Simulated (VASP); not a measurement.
# WC (P-6m2) in VASP: notebook

Runs on WC. Level: PBE. Tasks: relaxation of cell and atoms, vibrations by finite differences.

All numbers are computed with VASP 6.6.1; they aren't measurements. Logs are shortened: lines on timing, memory, paths and dates and some standing lists are left out, and cuts for length are marked.

**1. Starting point**

It takes space group P-6m2 (No. 187, hexagonal). The conventional cell has a = 2.907 Å, b = 2.907 Å, c = 2.837 Å, α = 90.00°, β = 90.00°, γ = 120.00°. Around W (site symmetry -6m2) lie 6 C at 2.20 Å. Around C (site symmetry -6m2) lie 6 W at 2.20 Å.

**2. Relaxation of cell and atoms, PBE**

Input file INCAR:

```
SYSTEM = WC
  PREC = Accurate
  ENCUT = 520
  EDIFF = 1E-7
  ISMEAR = 0
  SIGMA = 0.1
  LREAL = .False.
  LASPH = .True.
  NELM = 80
  ALGO = Fast
  ISIF = 3
  LWAVE = .False.
  LCHARG = .False.
  GGA = PE
  IBRION = 2
  NSW = 80
  EDIFFG = -0.002
```

Input file KPOINTS:

```
regular mesh
0
Gamma
  18 18 14
  0 0 0
```

Input file POSCAR:

```
WC
1.0
    2.9065000000      0.0000000000      0.0000000000
   -1.4532500000      2.5171028400      0.0000000000
    0.0000000000      0.0000000000      2.8366000000
W C
1 1
Direct
    0.0000000000      0.0000000000      0.0000000000
    0.6666666700      0.3333333300      0.5000000000
```

Potentials or basis: VASP PAW PBE potentials, release 64 (W_sv, C).

On the command line:

```sh
$ cat potpaw_PBE.64/W_sv/POTCAR potpaw_PBE.64/C/POTCAR > POTCAR
$ mpirun -np 1 vasp_std > vasp.out
```

OUTCAR:

```text
SYSTEM = WC
   PREC = Accurate
   ENCUT = 520
   EDIFF = 1E-7
   ISMEAR = 0
   LREAL = .False.
   LASPH = .True.
   NELM = 80
   ISIF = 3
   GGA = PE
   IBRION = 2
   NSW = 80
   EDIFFG = -0.002

 ion  position               nearest neighbor table
   1  0.000  0.000  0.000-   2 2.20   2 2.20   2 2.20   2 2.20   2 2.20   2 2.20
   2  0.667  0.333  0.500-   1 2.20   1 2.20   1 2.20   1 2.20   1 2.20   1 2.20

  LATTYP: Found a hexagonal cell.
 ALAT       =     2.9065000000
 C/A-ratio  =     0.9759504559

  Lattice vectors:

 A1 = (   2.9065000000,   0.0000000000,   0.0000000000)
 A2 = (  -1.4532500000,   2.5171028400,   0.0000000000)
 A3 = (   0.0000000000,   0.0000000000,   2.8366000000)

Analysis of symmetry for initial positions (statically):
=====================================================================
 Subroutine PRICEL returns:
 Original cell was already a primitive cell.

 Routine SETGRP: Setting up the symmetry group for a
 hexagonal supercell.

 Subroutine GETGRP returns: Found 12 space group operations
 (whereof 12 operations were pure point group operations)
 out of a pool of 24 trial point group operations.

The static configuration has the point symmetry D_3h.

Analysis of symmetry for dynamics (positions and initial velocities):
=====================================================================
 Subroutine PRICEL returns:
 Original cell was already a primitive cell.

 Routine SETGRP: Setting up the symmetry group for a
 hexagonal supercell.

 Subroutine GETGRP returns: Found 12 space group operations
 (whereof 12 operations were pure point group operations)
 out of a pool of 24 trial point group operations.

The dynamic configuration has the point symmetry D_3h.

 Subroutine INISYM returns: Found 12 space group operations
 (whereof 12 operations are pure point group operations),
 and found     1 'primitive' translations

----------------------------------------------------------------------------------------

                                     Primitive cell

  volume of cell :      20.7525

  direct lattice vectors                    reciprocal lattice vectors
     2.906500000  0.000000000  0.000000000     0.344056425  0.198641069  0.000000000
    -1.453250000  2.517102840  0.000000000     0.000000000  0.397282139  0.000000000
     0.000000000  0.000000000  2.836600000     0.000000000  0.000000000  0.352534725

  length of vectors
     2.906500000  2.906500003  2.836600000     0.397282139  0.397282139  0.352534725

  position of ions in fractional coordinates (direct lattice)
     0.000000000  0.000000000  0.000000000
     0.666666670  0.333333330  0.500000000

  ion indices of the primitive-cell ions
   primitive index   ion index
                 1           1
                 2           2

----------------------------------------------------------------------------------------

 KPOINTS: regular mesh

Automatic generation of k-mesh.
 Grid dimensions read from file:
 generate k-points for:   18   18   14

 Generating k-lattice:

  Cartesian coordinates                     Fractional coordinates (reciprocal lattice)
     0.019114246  0.011035615  0.000000000     0.055555556  0.000000000  0.000000000
     0.000000000  0.022071230  0.000000000     0.000000000  0.055555556  0.000000000
     0.000000000  0.000000000  0.025181052     0.000000000  0.000000000  0.071428571

  Length of vectors
     0.022071230  0.022071230  0.025181052

  Shift w.r.t. Gamma in fractional coordinates (k-lattice)
     0.000000000  0.000000000  0.000000000

 Subroutine IBZKPT returns following result:
 ===========================================

 Found    296 irreducible k-points:

 Following reciprocal coordinates:
            Coordinates               Weight
  0.000000  0.000000  0.000000      1.000000
  0.055556  0.000000  0.000000      6.000000
  0.111111  0.000000  0.000000      6.000000
  0.166667  0.000000  0.000000      6.000000
  0.222222  0.000000  0.000000      6.000000
  0.277778  0.000000  0.000000      6.000000
[... 16 lines left out ...]
  0.333333  0.111111  0.000000     12.000000
  0.388889  0.111111  0.000000     12.000000
 [... further k-points ...]
   k-points           NKPTS =    296   k-points in BZ     NKDIM =    296   number of bands    NBANDS=     13
   number of dos      NEDOS =    301   number of ions     NIONS =      2
   total plane-waves  NPLWV =  13824
   dimension x,y,z NGX =    24 NGY =   24 NGZ =   24
   dimension x,y,z NGXF=    48 NGYF=   48 NGZF=   48
   ions per type =               1   1
   NGX,Y,Z   is equivalent  to a cutoff of  13.73, 13.73, 14.07 a.u.
   NGXF,Y,Z  is equivalent  to a cutoff of  27.46, 27.46, 28.13 a.u.
 SYSTEM =  WC
   PREC   = accura    normal or accurate (medium, high low for compatibility)
   ISTART =      0    job   : 0-new  1-cont  2-samecut
   ICHARG =      2    charge: 1-file 2-atom 10-const
   ISPIN  =      1    spin polarized calculation?
   LNONCOLLINEAR =      F non collinear calculations
   LSORBIT =      F    spin-orbit coupling
   LASPH  =      T    aspherical Exc in radial PAW
   ENCUT  =  520.0 eV  38.22 Ry    6.18 a.u.   5.40  5.40  5.27*2*pi/ulx,y,z
   NELM   =     80;   NELMIN=  2; NELMDL= -5     # of ELM steps
   EDIFF  = 0.1E-06   stopping-criterion for ELM
   LREAL  =      F    real-space projection
   EDIFFG = -.2E-02   stopping-criterion for IOM
   NSW    =     80    number of steps for IOM
   IBRION =      2    ionic relax: 0-MD 1-quasi-New 2-CG
   NFREE  =      1    steps in history (QN), initial steepest desc. (CG)
   ISIF   =      3    stress and relaxation
   ISYM   =      2    0-nonsym 1-usesym 2-fastsym
   POTIM  = 0.5000    time-step for ionic-motion
   TEBEG  =    0.0;   TEEND  =   0.0 temperature during run
   PSTRESS=    0.0 pullay stress
   NELECT =      18.0000    total number of electrons
   NUPDOWN=      -1.0000    fix difference up-down
   EMIN   =  10.00;   EMAX   =-10.00  energy-range for DOS
   EFERMI =   0.00;   METHOD = LEGACY
   ISMEAR =     0;   SIGMA  =   0.10  broadening in eV -4-tet -1-fermi 0-gaus
   EFERMI_NEDOS =   21; number of points for ismear=-14 and -15
   IALGO  =     68    algorithm
   IMIX   =      4    mixing-type and parameters
     AMIX     =   0.40;   BMIX     =  1.00
     AMIX_MAG =   1.60;   BMIX_MAG =  1.00
  volume/ion in A,a.u.               =      10.38        70.02
  Fermi-wavevector in a.u.,A,eV,Ry     =   1.561262  2.950358 33.164744  2.437540
  Thomas-Fermi vector in A             =   2.664353
   LORBIT       =      0    0 simple, 1 ext, 2 COOP (PROOUT), +10 PAW based schemes
   GGA     = PE    functional components
   LHFCALC =     F    Hartree Fock is set to
   AEXX    =    0.0000 exact exchange contribution
   IVDW    =     0    specifies the selected vdW correction
   LEPSILON=     F    determine dielectric tensor
   LRPA    =     F    only Hartree local field effects (RPA)
 conjugate gradient relaxation of ions
 non-spin polarized calculation
 RMM-DIIS sequential band-by-band and
 Gauss-broadening in eV      SIGMA  =   0.10
  energy-cutoff  :      520.00
  volume of cell :       20.75
 maximum number of plane-waves:       580
 NGX is ok and might be reduce to    24
   NGX = 11   NGY = 11   NGZ = 11

--------------------------------------- Ionic step        1  -------------------------------------------

 number of electron      18.0000000 magnetization

 Free energy of the ion-electron system (eV)
  ---------------------------------------------------
  ext. energy  EPLUGINS =         0.00000000
  ---------------------------------------------------
  free energy    TOTEN  =       -22.44264732 eV

  energy without entropy =      -22.44131635  energy(sigma->0) =      -22.44198184

------------------------ aborting loop because EDIFF is reached ----------------------------------------

  FORCE on cell =-STRESS in cart. coord.  units (eV):
  Direction    XX          YY          ZZ          XY          YZ          ZX
  --------------------------------------------------------------------------------------
  -------------------------------------------------------------------------------------
  Total        0.8660600      0.8660600      0.8737394      0.0000000      0.0000000      0.0000000
  in kB       66.8635122     66.8635124     67.4563946      0.0000000      0.0000000      0.0000000
  external PRESSURE =      67.0611397 kB  Pullay stress =       0.0000000 kB
[... 165 lines left out ...]
  energy  without entropy=      -22.4484494764  energy(sigma->0) =      -22.44915463

--------------------------------------- Ionic step        6  -------------------------------------------

 number of electron      18.0000000 magnetization

 Free energy of the ion-electron system (eV)
  ---------------------------------------------------
  ext. energy  EPLUGINS =         0.00000000
  ---------------------------------------------------
  free energy    TOTEN  =       -22.44991196 eV

  energy without entropy =      -22.44851176  energy(sigma->0) =      -22.44921186

 E-fermi :  10.8266     XC(G=0): -13.7061

 val. band max:       10.8146847410   @ k =   0.4444   0.0000   0.5000
 cond. band min:      10.8340560674   @ k =   0.4444   0.0556   0.4286
 fundamental gap:      0.0193713264
 Fermi energy:        10.8266346941

 k-point     1 :       0.0000    0.0000    0.0000
  band No.  band energies     occupation
      1     -63.2003      2.00000
      2     -27.1773      2.00000
      3     -27.0869      2.00000
      4     -27.0869      2.00000
      5      -3.4816      2.00000
      6       6.6239      2.00000
      7       7.5676      2.00000
      8       7.5676      2.00000
      9      10.9377      0.11610
     10      13.9989      0.00000
     11      13.9989      0.00000
     12      16.3754      0.00000
     13      16.3754      0.00000
[... 353 lines left out ...]
 k-point    24 :       0.3889    0.1111    0.0000
  band No.  band energies     occupation
      1     -63.1468      2.00000
      2     -27.8011      2.00000
      3     -27.3171      2.00000
      4     -27.0737      2.00000
      5      -0.1707      2.00000
      6       4.0514      2.00000
      7       7.3012      2.00000
      8       7.4133      2.00000
      9      10.3456      2.00000
     10      12.6380      0.00000
     11      14.3233      0.00000
     12      15.5271      0.00000
     13      18.2437      0.00000

 [... further k-points ...]
[... 5 lines left out ...]
  --------------------------------------------------------------------------------------
  -------------------------------------------------------------------------------------
  Total        0.0030134      0.0030134      0.0024868      0.0000000      0.0000000      0.0000000
  in kB        0.2287669      0.2287669      0.1887872      0.0000000      0.0000000      0.0000000
  external PRESSURE =       0.2154403 kB  Pullay stress =       0.0000000 kB
[... 17 lines left out ...]
  FREE ENERGIE OF THE ION-ELECTRON SYSTEM (eV)
  ---------------------------------------------------
  free  energy   TOTEN  =       -22.4499119550 eV

  energy  without entropy=      -22.4485117629  energy(sigma->0) =      -22.44921186

 reached required accuracy - stopping structural energy minimisation
```

Run time: 1.9 min. Hardware: 1 thread of Intel Xeon 6975P-C (Granite Rapids), shared host; peak memory 0.22 GiB.

Results:

```
Free energy                            : -22.4499 eV
Relaxed volume                         : 10.55 Å³/atom
Relaxed cell                           : a = 2.924 Å, b = 2.924 Å, c = 2.850 Å, α = 90.00°, β = 90.00°, γ = 120.00°
Space group after relaxing (to 0.05 Å) : P-6m2 (No. 187)
Energy gained by relaxing              : 3.6 meV/atom
Ionic steps                            : 6
Pressure after relaxing                : 0.0 GPa
Band gap on the k mesh                 : none (metal or under the smearing width)
```

The path:
| step | energy change (eV) | largest force (eV/Å) | pressure (GPa) | volume (Å³) |
| --- | --- | --- | --- | --- |
| 1 | 0.0000 | 0.0000 | 6.71 | 20.75 |
| 2 | 0.0438 | 0.0000 | -15.95 | 22.08 |
| 3 | -0.0072 | 0.0000 | -0.10 | 21.11 |
| 4 | -0.0072 | 0.0000 | 0.02 | 21.10 |
| 5 | -0.0072 | 0.0000 | 0.02 | 21.11 |
| 6 | -0.0073 | 0.0000 | 0.02 | 21.10 |

Final structure:
```cif
data_structure
_symmetry_space_group_name_H-M 'P 1'
_symmetry_Int_Tables_number 1
_cell_length_a 2.9242
_cell_length_b 2.9242
_cell_length_c 2.8500
_cell_angle_alpha 90.000
_cell_angle_beta 90.000
_cell_angle_gamma 120.000
_cell_volume 21.10
loop_
_atom_site_label
_atom_site_type_symbol
_atom_site_fract_x
_atom_site_fract_y
_atom_site_fract_z
_atom_site_occupancy
W1 W 0.00000 0.00000 0.00000 1
C1 C 0.66667 0.33333 0.50000 1
```

The run has no spin-orbit coupling, so splittings on W are missing. Zero-point motion and thermal expansion aren't in these numbers.

**3. Relaxation of cell and atoms, PBE**

This run uses another cell than the first one, of 10.55 Å³/atom, 1.017 times its volume.

INCAR is that of step 2.

KPOINTS is that of step 2.

Input file POSCAR:

```
WC                                      
1.0
    2.9241670729      0.0000000000      0.0000000000
   -1.4620835365      2.5324029740     -0.0000000000
   -0.0000000000      0.0000000000      2.8499583930
  W               C             
     1     1
Direct
     0.0000000000000000    0.0000000000000000    0.0000000000000000
     0.6666666699999979    0.3333333300000021    0.5000000000000000
```

Potentials or basis: VASP PAW PBE potentials, release 64 (W_sv, C).

On the command line:

```sh
$ cat potpaw_PBE.64/W_sv/POTCAR potpaw_PBE.64/C/POTCAR > POTCAR
$ mpirun -np 1 vasp_std > vasp.out
```

Wall time 31 s (1 thread of Intel Xeon 6975P-C (Granite Rapids), shared host); peak memory 0.21 GiB.

The run converged. Its results:

| Property | Result |
| --- | --- |
| Free energy | -22.4501 eV |
| Pressure after relaxing | 0.0 GPa |
| Band gap on the k mesh | none (metal or under the smearing width) |

Final structure:
```
W C
1.0
     2.92417    0.00000    0.00000
    -1.46208    2.53240    0.00000
     0.00000    0.00000    2.84996
W C
1 1
Direct
  0.00000 0.00000 0.00000
  0.66667 0.33333 0.50000
```

Levels at points of the mesh, in eV from the Fermi level:
| k point | band 6 | band 7 | band 8 | band 9 | band 10 | band 11 | band 12 | band 13 |
| --- | --- | --- | --- | --- | --- | --- | --- | --- |
| (0.00, 0.00, 0.00) | -4.20 | -3.26 | -3.26 | 0.11 | 3.17 | 3.17 | 5.55 | 5.55 |
| (0.50, 0.00, 0.00) | -6.94 | -3.52 | -3.48 | -0.46 | 2.31 | 4.43 | 4.80 | 6.78 |
| (0.00, 0.00, 0.50) | -8.53 | -1.97 | -1.97 | -0.55 | -0.55 | 3.67 | 4.49 | 4.49 |
| (0.50, 0.00, 0.50) | -6.34 | -4.22 | -4.13 | 0.27 | 4.33 | 5.20 | 6.50 | 9.02 |

Caveat: the relaxation stopped at its first step, so nothing moved.

**4. Vibrations by finite differences, PBE**

This run uses another cell than the first one, of 10.55 Å³/atom, 1.017 times its volume.

Input file INCAR:

```
SYSTEM = WC
  PREC = Accurate
  ENCUT = 520
  EDIFF = 1E-8
  ISMEAR = 0
  SIGMA = 0.1
  LREAL = .False.
  LASPH = .True.
  NELM = 80
  ALGO = Fast
  ISIF = 3
  LWAVE = .False.
  LCHARG = .False.
  GGA = PE
  NBANDS = 16
  IBRION = 6
  NFREE = 2
  POTIM = 0.015
  NSW = 1
```

KPOINTS is that of step 3.

Input file POSCAR:

```
WC                                      
1.0
    2.9241670729      0.0000000000      0.0000000000
   -1.4620835365      2.5324029740      0.0000000000
    0.0000000000      0.0000000000      2.8499583930
  W               C             
     1     1
Direct
     0.0000000000000000    0.0000000000000000    0.0000000000000000
     0.6666666699999979    0.3333333300000021    0.5000000000000000
```

On the command line:

```sh
$ cat potpaw_PBE.64/W_sv/POTCAR potpaw_PBE.64/C/POTCAR > POTCAR
$ mpirun -np 1 vasp_std > vasp.out
```

Run time: 23 min. Hardware: 1 thread of Intel Xeon 6975P-C (Granite Rapids), shared host; peak memory 0.87 GiB.

The run converged. Its results:

| Item | Value |
| --- | --- |
| Voigt bulk modulus | 387 GPa |
| Highest phonon frequency at Γ | 598 cm⁻¹ |

Phonon frequencies in cm⁻¹ (negative: imaginary):
| q point | frequencies |
| --- | --- |
| (0.000, 0.000, 0.000) | 0 0 0 566 598 598 |

Elastic tensor in Voigt notation (GPa, in the Cartesian axes of the cell as first typed):
```
701 228 170   0   0   0
228 701 170   0   0   0
170 170 943   0   0   0
  0   0   0 299   0   0
  0   0   0   0 299   0
  0   0   0   0   0 236
```

Clamped-ion elastic tensor (GPa):
```
715 214 170   0   0   0
214 715 170   0   0   0
170 170 943   0   0   0
  0   0   0 299   0   0
  0   0   0   0 299   0
  0   0   0   0   0 250
```

Caveat: elastic constants of metals need much finer meshes, so these are rough.
